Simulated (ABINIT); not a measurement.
**Yb: single point with PBE**

Crystal: Yb.

```
CELL_PARAMETERS angstrom
-2.15148 2.15148 2.15148
2.15148 -2.15148 2.15148
2.15148 2.15148 -2.15148
ATOMIC_POSITIONS crystal
Yb 0.00000 0.00000 0.00000
```

This isn't the form of Yb at room conditions, which is fcc.

```yaml
Program: ABINIT 10.8.3 (patched build)
Task: single point
Functional: PBE
Potentials_or_basis: JTH PAW PBE v2.0
Cutoff: 544 eV
k_mesh: 9 × 9 × 9
Occupations: fermi-dirac, width 0.05 eV
Spin: collinear spin, ferromagnetic start
Starting_moments: "[1.0] μB"
```

The pressure is -2.9 GPa and the band gap on the k mesh is none (metal or under the smearing width). The net moment is 0.00 μB per cell. The valence electrons inside the program's atomic spheres are Yb 21.76 (radii [1.3241] Å).

Levels at points of the mesh, in eV from the Fermi level:
Spin up:
```tsv
k point	band 9	band 10	band 11	band 12	band 13	band 14	band 15	band 16
(0.00, 0.00, 0.00)	-0.29	-0.29	-0.29	-0.26	2.67	2.67	2.67	4.39
```
Spin down:
| k point | band 9 | band 10 | band 11 | band 12 | band 13 | band 14 | band 15 | band 16 |
| --- | --- | --- | --- | --- | --- | --- | --- | --- |
| (0.00, 0.00, 0.00) | -0.29 | -0.29 | -0.29 | -0.26 | 2.67 | 2.67 | 2.67 | 4.39 |

It took 3.3 min on 1 thread of Arm Neoverse V1 (shared host), peak memory 0.18 GiB.

Caveat: spin-orbit coupling is left out, which moves the levels of the heavy elements. The state reached can hang on the start; a lower one may exist.
